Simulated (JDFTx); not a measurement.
The system is SiC (Moissanite).

```
Si C
1.0
     3.07600    0.00000    0.00000
    -1.53800    2.66389    0.00000
     0.00000    0.00000    5.04800
Si C
2 2
Direct
  0.66667 0.33333 0.50000
  0.33333 0.66667 0.00000
  0.66667 0.33333 0.88500
  0.33333 0.66667 0.38500
```

| Item | Value |
| --- | --- |
| Program | JDFTx 1.7.0 (patched build) |
| Task | relaxation of cell and atoms |
| Functional | PBE |
| Dispersion | D3 |
| Potentials or basis | PseudoDojo-SR-PBE-0.5-standard |
| Cutoff | 1116 eV |
| Density cutoff | 8925 eV |
| k mesh | 10 × 10 × 5 |
| Occupations | fermi-dirac, width 0.05 eV |
| Spin | no spin polarisation |

At the start: pressure 1.6 GPa; volume 10.34 Å³/atom.

Where does the relaxation end?

Over 8 steps the energy falls by 9.3 meV/atom and the volume is 10.40 Å³/atom (+0.6 %); space group P6_3mc (No. 186, to 0.05 Å).

Step by step:
```csv
step,energy change (eV),largest force (eV/Å),pressure (GPa),volume (Å³)
1,0.0000,0.7541,1.58,41.36
2,-0.0208,0.5084,1.20,41.41
3,-0.0368,0.0154,0.45,41.53
4,-0.0370,0.0060,0.28,41.56
5,-0.0371,0.0073,0.12,41.59
6,-0.0371,0.0082,-0.02,41.62
7,-0.0371,0.0031,-0.02,41.62
8,-0.0371,0.0001,-0.01,41.61
```

Final structure:
```xyz
4
Lattice="3.0825 0.0000 0.0000 -1.5412 2.6695 0.0000 0.0000 0.0000 5.0573" Properties=species:S:1:pos:R:3 pbc="T T T"
Si    1.5412    0.8898    2.5517
Si    0.0000    1.7797    0.0231
C     1.5412    0.8898    4.4526
C     0.0000    1.7797    1.9240
```
